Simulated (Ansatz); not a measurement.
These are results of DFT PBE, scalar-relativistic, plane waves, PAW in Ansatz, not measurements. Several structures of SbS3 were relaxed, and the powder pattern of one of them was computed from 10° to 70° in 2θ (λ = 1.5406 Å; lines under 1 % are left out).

Cu Kα1 powder pattern (kinematic, no thermal factors).
| 2θ (°) | relative intensity |
| --- | --- |
| 18.54 | 90 |
| 27.35 | 81 |
| 32.41 | 24 |
| 33.25 | 45 |
| 37.59 | 99 |
| 42.91 | 23 |
| 47.11 | 100 |
| 50.46 | 14 |
| 56.44 | 9 |
| 57.81 | 5 |
| 58.34 | 18 |
| 59.94 | 8 |
| 65.10 | 7 |
| 66.61 | 6 |
| 67.85 | 16 |
| 69.81 | 30 |

Question: Which structure gives it?
A.

Space group Pm-3m (No. 221). a = 5.060 Å, b = 5.060 Å, c = 5.060 Å, α = 90.00°, β = 90.00°, γ = 90.00°
| atom | site | symmetry | x | y | z |
| --- | --- | --- | --- | --- | --- |
| Sb | 1a | m-3m | 0.0000 | 0.0000 | 0.0000 |
| S | 3d | 4/mm.m | 0.5000 | 0.0000 | 0.0000 |

B.

Space group P6/mmm (No. 191). a = 5.521 Å, b = 5.521 Å, c = 3.258 Å, α = 90.00°, β = 90.00°, γ = 120.00°
```tsv
atom	site	symmetry	x	y	z
Sb	1b	6/mmm	0.0000	0.0000	0.5000
S	3g	mmm	0.5000	0.0000	0.5000
```

C.

Space group I4/mmm (No. 139). a = 3.697 Å, b = 3.697 Å, c = 12.315 Å, α = 90.00°, β = 90.00°, γ = 90.00°
```tsv
atom	site	symmetry	x	y	z
Sb	2a	4/mmm	0.0000	0.0000	0.0000
S	2b	4/mmm	0.5000	0.5000	0.0000
S	4d	-4m2	0.5000	0.0000	0.2500
```

Answer: B. Its strongest line, at 2θ = 47.11°, has d = λ/(2 sin θ) = 1.927 Å and is the (2 0 1) reflection of the conventional P6/mmm cell with a = 5.521 Å, c = 3.258 Å. The others have their strongest lines at 17.5° (A); 37.3° (C).

The cells needn't be stable.
